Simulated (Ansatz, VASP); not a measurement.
**WC (Qusongite) in VASP and in Ansatz**

```xyz
2
Lattice="2.9065 0.0000 0.0000 -1.4532 2.5171 0.0000 0.0000 0.0000 2.8366" Properties=species:S:1:pos:R:3 pbc="T T T"
W     0.0000    0.0000    0.0000
C     1.4533    0.8390    1.4183
```

Alike in both runs: task relaxation of cell and atoms; functional PBE; dispersion D3(BJ); k mesh 10 × 10 × 9; occupations fermi-dirac, width 0.05 eV; no spin polarisation.

|  | VASP | Ansatz |
| --- | --- | --- |
| version | VASP 6.6.1 | Ansatz 0.2.0 |
| potentials or method | VASP PAW PBE potentials, release 64 (W_sv, C) | Ansatz PAW |
| plane-wave cutoff (eV) | 600 | 420 |
| valence electrons in the cell | 18 | 18 |

VASP gave:

* relaxed volume (Å³/atom): 10.36
* relaxed cell length with the largest relative difference (Å): 2.834

**Question.** Which values does Ansatz return?

**Answer.** Relaxed volume (Å³/atom): 10.33; relaxed cell length with the largest relative difference (Å): 2.831.

Caveats: pairwise dispersion overbinds metals, which lowers pressure and volume (VASP); the plane-wave basis is chosen anew once the cell has moved, so the energies of steps on either side of that aren't comparable (Ansatz); the pressure holds a Pulay correction of +0.3 GPa for the finite cutoff (Ansatz). Spin-orbit coupling is left out, which matters for the levels of W.
